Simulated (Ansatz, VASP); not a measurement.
One calculation of ZnAu, two programs

INCAR

```
SYSTEM = ZnAu
ALGO     = Normal         ! electronic algorithm
EDIFF    = 1E-7           ! SCF threshold, eV
ENCUT    = 520            ! plane-wave cutoff, eV
GGA      = PE             ! functional
ISIF     = 2              ! what is computed and relaxed
ISMEAR   = -1             ! smearing method
LASPH    = .TRUE.         ! aspherical terms in the spheres
LCHARG   = .FALSE.        ! write CHGCAR
LREAL    = .FALSE.        ! projectors in reciprocal space
LWAVE    = .FALSE.        ! write WAVECAR
NBANDS   = 18             ! bands
NELM     = 80             ! most SCF steps
PREC     = Accurate       ! precision mode
SIGMA    = 0.05           ! smearing width, eV
```

File KPOINTS:

```
k-points
0
G
  8 8 8
  0 0 0
```

Contents of POSCAR:

```
ZnAu
1.0
    3.2087215522      0.0000000000      0.0000000000
    0.0000000000      3.2087215522      0.0000000000
    0.0000000000      0.0000000000      3.2087215522
Au Zn
1 1
Direct
    0.0000000000      0.0000000000      0.0000000000
    0.5000000000      0.5000000000      0.5000000000
```

input.yaml

```yaml
crystal:
  lattice:
    - [3.2087215522, 0.0, 0.0]
    - [0.0, 3.2087215522, 0.0]
    - [0.0, 0.0, 3.2087215522]
  atoms:
    - { symbol: Au, position: [0.0, 0.0, 0.0] }
    - { symbol: Zn, position: [0.5, 0.5, 0.5] }
hamiltonian:
  xc: pbe
  pseudopotentials: { kind: paw }
kpoints:
  mp_grid: { grid: [8, 8, 8] }
scf:
  occupations: { method: fermi_dirac, width: 0.05 }
output:
  forces: true
  stress: true
  eigenvalues: true
```

Change from the starting cell: volume scaled by 1.06.

Alike in both runs: task single point; functional PBE; k mesh 8 × 8 × 8; occupations fermi-dirac, width 0.05 eV; no spin polarisation.

|  | VASP | Ansatz |
| --- | --- | --- |
| version | VASP 6.6.1 | Ansatz 0.2.0 |
| potentials or method | VASP PAW PBE potentials, release 64 (Au, Zn) | Ansatz PAW |
| plane-wave cutoff (eV) | 520 | 420 |
| valence electrons in the cell | 23 | 31 |

Ansatz gave:

- gap on the k mesh at the Fermi level (eV): none
- pressure (GPa): -2.1

Which values does VASP return?

gap on the k mesh at the Fermi level (eV): none; pressure (GPa): -2.0.

A gap of «none» marks a metal or a gap that the smearing closes. The functional is the same, so the differences come from potentials, cutoffs and numerics. The two sets of potentials don't hold the same shells in valence.

Spin-orbit coupling is left out, which matters for the levels of Au.
